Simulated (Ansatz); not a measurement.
## HgTe under changes of volume

One of the cells (28.929 Å³/atom); the others are scaled copies at fixed shape and fractional positions:

```xyz
2
Lattice="-3.0456 3.0456 1.5594 3.0456 -3.0456 1.5594 3.0456 3.0456 -1.5594" Properties=species:S:1:pos:R:3 pbc="T T T"
Hg    0.0000    3.0456    0.7797
Te    0.0000    0.0000    0.0000
```

Measurements of this composition are mostly on another form, of space group No. 216.

* Program: Ansatz 0.2.0
* Functional: PBEsol
* Potentials or basis: all-electron LAPW, scalar-relativistic
* Cutoff: 223 eV (chosen from the basis error)
* Basis error allowed: 0.0005 eV/atom
* k mesh: 10 × 10 × 10
* Occupations: fermi-dirac, width 0.05 eV
* Spin: no spin polarisation

```tsv
volume (Å³/atom)	energy over the lowest point (meV/atom)	pressure (GPa)
27.193	0.00	-0.7
27.772	4.32	-1.7
28.351	11.99	-2.6
28.929	?	?
29.508	35.73	-4.0
30.086	51.10	-4.5
30.665	68.40	-5.0
```

**Question.** What does the run at 28.929 Å³/atom give?

**Answer.** Energy over the lowest point 22.59 meV/atom; pressure -3.3 GPa.

Worked out: A Birch-Murnaghan fit of order 3 (a polynomial in V^(-2/3)) to the other rows has its minimum at 26.84 Å³/atom, just outside them, with B0 = V·E''(V) = 54 GPa and B' = 5.3 at fixed shape and positions, which overstates the stiffness. It gives 22.58 meV/atom at 28.929 Å³/atom, against the run's 22.59, and -dE/dV = -3.3 GPa, against -3.3.

Energies are extrapolated to zero smearing.
